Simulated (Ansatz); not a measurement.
Crystal: FeO (Wuestite).

```xyz
2
Lattice="0.0000 2.1554 2.1554 2.1554 0.0000 2.1554 2.1554 2.1554 0.0000" Properties=species:S:1:pos:R:3 pbc="T T T"
Fe    0.0000    0.0000    0.0000
O     2.1554    2.1554    2.1554
```

```yaml
Program: Ansatz 0.2.0
Task: relaxation of cell and atoms
Functional: RPBE
Dispersion: D3(BJ)
Potentials_or_basis: all-electron LAPW, scalar-relativistic
Basis_error_allowed: 0.001 eV/atom
k_mesh: 11 × 11 × 11
Occupations: fermi-dirac, width 0.05 eV
Spin: collinear spin, ferromagnetic start
Starting_moments: "[3.0, 0.0] μB"
```

At the start: volume 10.01 Å³/atom.

Task: Where does the relaxation end?

Result: Over 5 steps the energy falls by 19.8 meV/atom and the volume is 9.46 Å³/atom (-5.6 %); space group Fm-3m (No. 225, to 0.05 Å); moment 4.00 μB per cell.

Step by step:
```csv
step,energy change (eV),largest force (eV/Å),volume (Å³)
1,0.0000,0.0000,20.03
2,-0.0340,0.0000,19.31
3,-0.0394,0.0000,18.87
4,-0.0395,0.0000,18.91
5,-0.0395,0.0000,18.91
```

Final structure:
```yaml
crystal:
  lattice:
    - [0.00000, 2.11470, 2.11470]
    - [2.11470, 0.00000, 2.11470]
    - [2.11470, 2.11470, 0.00000]
  atoms:
    - { symbol: Fe, position: [0.00000, 0.00000, 0.00000] }
    - { symbol: O, position: [0.50000, 0.50000, 0.50000] }
```

Caveat: a cell with one magnetic atom can't hold antiferromagnetic order, which such compounds often take.
